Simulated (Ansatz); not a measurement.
Free-standing chains of the atoms of Ag, named by their start (strip: triangular double chain, ladder: square double chain); atoms and period are relaxed, and energies count from relaxed bulk Ag (Fm-3m, 16.66 Å³/atom, gap on the mesh 0.00 eV).

The calculation used Ansatz 0.2.0, DFT PBEsol, scalar-relativistic, plane waves, PAW.

Cutoff 420 eV, Gaussian smearing of 0.05 eV, energies at zero smearing, symmetry of each start kept, collinear spin where a moment is listed.

```
        start atoms k mesh excess energy (eV per host atom) period (Å) gap on the mesh (eV) highest filled level or Fermi level under vacuum (eV)
 linear chain      1  1×1×25                             1.771       2.593                     0                                                   5.27
zigzag chain*      2  1×1×14                             1.274       2.680                     0                                                      -
 ladder chain      4  1×1×13                             1.399       5.252                  0.21                                                      -
  strip chain      2  1×1×23                             1.278       2.656                     0                                                   4.52
```

Zero in every row: size of the moment (μB per cell).

* ends far from its start.

An odd mesh misses points on the zone edge, so a gap read on it can be too wide.

Each run keeps its start's symmetry and one magnetic start, so lower states can exist. Rows stand on unlike meshes and boxes, so starts that end alike can differ by a few hundredths of an eV per atom.